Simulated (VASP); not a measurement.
A run of VASP 6.6.1 is set up as follows.

File INCAR:

```
SYSTEM = PbF2
ALGO = Fast
EDIFF = 1E-8
ENCUT = 600
GGA = PE
ISIF = 2
ISMEAR = 0
KPAR = 2
LASPH = .True.
LCHARG = .False.
LEPSILON = .True.
LREAL = .False.
LWAVE = .False.
NELM = 80
PREC = Accurate
SIGMA = 0.03
```

Contents of KPOINTS:

```
k-points
0
Monkhorst
  14 14 14
  0 0 0
```

POSCAR

```
PbF2                                    
1.0
    0.0000000000      2.9966836918      2.9966836918
    2.9966836918     -0.0000000000      2.9966836918
    2.9966836918      2.9966836918     -0.0000000000
  Pb              F             
     1     2
Direct
     0.0000000000000000    0.0000000000000000    1.0000000000000000
     0.2500000000000000    0.2500000000000000    0.2500000000000000
     0.7500000000000000    0.7500000000000000    0.7500000000000000
```

Potentials or basis: VASP PAW PBE potentials, release 64 (Pb_d, F).

Launch:

```sh
$ cat potpaw_PBE.64/Pb_d/POTCAR potpaw_PBE.64/F/POTCAR > POTCAR
$ mpirun -np 2 vasp_std > vasp.out
```

(1) Predict the electronic dielectric tensor (diagonal).

(2) Predict the Born charges (mean of the diagonal).

Answers

(1) 3.29.

(2) Pb +3.16; F -1.58 e.
